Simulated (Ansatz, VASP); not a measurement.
Two plane-wave programs on CdO2

Contents of POSCAR:

```
CdO2
1.0
    5.4047170000      0.0000000000      0.0000000000
    0.0000000000      5.4047170000      0.0000000000
    0.0000000000      0.0000000000      5.4047170000
Cd O
4 8
Direct
    0.5000000000      0.0000000000      0.0000000000
    0.0000000000      0.0000000000      0.5000000000
    0.0000000000      0.5000000000      0.0000000000
    0.5000000000      0.5000000000      0.5000000000
    0.0803240000      0.4196760000      0.5803240000
    0.4196760000      0.5803240000      0.0803240000
    0.5803240000      0.0803240000      0.4196760000
    0.9196760000      0.9196760000      0.9196760000
    0.0803240000      0.0803240000      0.0803240000
    0.4196760000      0.9196760000      0.5803240000
    0.5803240000      0.4196760000      0.9196760000
    0.9196760000      0.5803240000      0.4196760000
```

The input INCAR.step1:

```
ALGO = Normal
EDIFF = 1E-4
ENCUT = 520
GGA = PE
ISMEAR = 0
LASPH = T
LCHARG = F
LREAL = F
LWAVE = T
NBANDS = 60
NELM = 100
PREC = Accurate
SIGMA = 0.1
```

File INCAR.step2:

```
ALGO = Normal
EDIFF = 1E-6
ENCUT = 520
ISIF = 2
ISMEAR = 0
ISTART = 1
LASPH = T
LCHARG = T
LELF = T
LMIXTAU = T
LREAL = F
LVHAR = T
LWAVE = F
METAGGA = R2SCAN
NBANDS = 60
NELM = 100
PREC = Accurate
SIGMA = 0.1
```

Contents of KPOINTS:

```
k-points
0
Gamma
  4 4 4
```

Input for Ansatz:

```yaml
crystal:
  lattice:
    - [5.404717, 0.0, 0.0]
    - [0.0, 5.404717, 0.0]
    - [0.0, 0.0, 5.404717]
  atoms:
    - { symbol: Cd, position: [0.5, 0.0, 0.0] }
    - { symbol: Cd, position: [0.0, 0.0, 0.5] }
    - { symbol: Cd, position: [0.0, 0.5, 0.0] }
    - { symbol: Cd, position: [0.5, 0.5, 0.5] }
    - { symbol: O, position: [0.080324, 0.419676, 0.580324] }
    - { symbol: O, position: [0.419676, 0.580324, 0.080324] }
    - { symbol: O, position: [0.580324, 0.080324, 0.419676] }
    - { symbol: O, position: [0.919676, 0.919676, 0.919676] }
    - { symbol: O, position: [0.080324, 0.080324, 0.080324] }
    - { symbol: O, position: [0.419676, 0.919676, 0.580324] }
    - { symbol: O, position: [0.580324, 0.419676, 0.919676] }
    - { symbol: O, position: [0.919676, 0.580324, 0.419676] }
basis:
  ecutwfc: 500
kpoints:
  mp_grid: { grid: [4, 4, 4] }
hamiltonian:
  xc: r2scan
scf:
  occupations: { method: gaussian, width: 0.1 }
  lower_state_search: "off"
output:
  forces: true
  stress: true
  eigenvalues: true
```

Alike in both runs: task single point; functional r2SCAN; k mesh 4 × 4 × 4; occupations gaussian, width 0.1 eV; no spin polarisation.

|  | VASP | Ansatz |
| --- | --- | --- |
| version | VASP 6.6.1 | Ansatz 0.2.0 |
| potentials or method | VASP PAW PBE potentials, release 64 (Cd, O) | scalar-relativistic, plane waves, PAW |
| plane-wave cutoff (eV) | 520 | 500 |
| valence electrons in the cell | 96 | 128 |

Ansatz gave:

| Item | Value |
| --- | --- |
| gap on the k mesh at the Fermi level (eV) | 1.79 |
| least direct gap on the mesh (eV) | 1.81 |
| pressure (GPa) | -6.0 |
| rms of the force components (eV/Å) | 0.087 |

Estimate VASP's values.

gap on the k mesh at the Fermi level (eV): 1.78; least direct gap on the mesh (eV): 1.80; pressure (GPa): -4.7; rms of the force components (eV/Å): 0.003.

Atom by atom the forces differ by 0.089 eV/Å (rms over components). With one functional, cell and mesh, what is left measures potentials, basis and numerics. The two sets of potentials don't hold the same shells in valence.

Caveats: the PAW data sets were made with another functional, which shifts forces and pressure a little (VASP). A k mesh can miss the band edges. r2SCAN opens gaps a little over a GGA but as a rule still falls short of measured ones.
